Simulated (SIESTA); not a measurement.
## ZnSe (Stilleite) under changes of volume

One of the cells (22.757 Å³/atom); the others are scaled copies at fixed shape and fractional positions:

```
Se Zn
1.0
     0.00000    2.83380    2.83380
     2.83380    0.00000    2.83380
     2.83380    2.83380    0.00000
Se Zn
1 1
Direct
  0.75000 0.75000 0.75000
  0.00000 0.00000 0.00000
```

| Property | Result |
| --- | --- |
| Program | SIESTA 5.4.2 |
| Functional | LDA |
| Potentials or basis | PseudoDojo 0.4 standard (LDA files) |
| Basis | DZP (energy shift 0.003 Ry; two zetas on semicore shells) |
| Grid cutoff | 800 Ry |
| Energy shift | 0.003 Ry |
| k mesh | 8 × 8 × 8 |
| Occupations | fermi-dirac, width 0.05 eV |
| Spin | no spin polarisation |

| volume (Å³/atom) | energy over the lowest point (meV/atom) | pressure (GPa) | gap on the mesh (eV) |
| --- | --- | --- | --- |
| 21.391 | 1.78 | 1.5 | 1.69 |
| 21.846 | 0.00 | -0.2 | 1.56 |
| 22.301 | 2.73 | -1.7 | 1.45 |
| 22.757 | ? | ? | ? |
| 23.212 | 19.72 | -4.2 | 1.24 |
| 23.667 | 33.01 | -5.2 | 1.14 |
| 24.122 | 49.00 | -6.1 | 1.05 |

Problem. What does the run at 22.757 Å³/atom give?

Solution. Energy over the lowest point 9.46 meV/atom; pressure -3.0 GPa; gap on the mesh 1.34 eV.

Worked out: A Birch-Murnaghan fit of order 3 (a polynomial in V^(-2/3)) to the other rows has its minimum at 21.79 Å³/atom with B0 = V·E''(V) = 78 GPa and B' = 5.2. It gives 9.48 meV/atom at 22.757 Å³/atom, against the run's 9.46, and -dE/dV = -3.0 GPa, against -3.0. A straight line through the other rows of the gap, of slope -5.3 eV per unit of ln V (its deformation potential), gives 1.35 eV, against the run's 1.34.

Energies are extrapolated to zero smearing.

Caveats: short orbitals over semicore shells can move pressures by several GPa; the valence orbitals were made in a potential fitted to the semicore shell under them, which widens gaps by tenths of an eV or more; the basis of atomic orbitals isn't converged, which shifts pressures, moduli and gaps.

A mesh can miss the band edges. Spin-orbit coupling on Se is left out.
